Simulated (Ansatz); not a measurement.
Ru:

```
Ru
1.0
     2.70580    0.00000    0.00000
    -1.35290    2.34329    0.00000
     0.00000    0.00000    4.28190
Ru
2
Cartesian
  1.3529 0.7811 3.2114
  0.0000 1.5622 1.0705
```

| Quantity | Value |
| --- | --- |
| Program | Ansatz 0.2.0 |
| Task | relaxation of cell and atoms |
| Functional | revPBE |
| Dispersion | D3(BJ) |
| Potentials or basis | Ansatz PAW |
| Cutoff | 420 eV (not typed: the program's choice for these potentials) |
| k mesh | 11 × 11 × 6 |
| Occupations | fermi-dirac, width 0.05 eV |
| Spin | no spin polarisation |

At the start: volume 13.57 Å³/atom.

**Question.** How do energy, volume and symmetry change on relaxing?

**Answer.** It ends after 4 steps and the volume is 13.29 Å³/atom (-2.1 %); space group P6_3/mmc (No. 194, to 0.05 Å).

The path:
| step | energy change (eV) | largest force (eV/Å) | volume (Å³) |
| --- | --- | --- | --- |
| 1 | 0.0000 | 0.0000 | 27.15 |
| 2 | -0.0128 | 0.0000 | 26.60 |
| 3 | -0.0128 | 0.0000 | 26.58 |
| 4 | -0.0125 | 0.0000 | 26.58 |

Final structure:
```yaml
crystal:
  lattice:
    - [2.68574, 0.00000, 0.00000]
    - [-1.34287, 2.32592, 0.00000]
    - [0.00000, 0.00000, 4.25446]
  atoms:
    - { symbol: Ru, position: [0.66667, 0.33333, 0.75000] }
    - { symbol: Ru, position: [0.33333, 0.66667, 0.25000] }
```

Caveat: the plane-wave basis is chosen anew once the cell has moved, so the energies of steps on either side of that aren't comparable; pairwise dispersion overbinds metals, which lowers pressure and volume; the PAW data sets come from PBE, with cores solved anew for the run's functional, which leaves a small shift of forces and pressure.
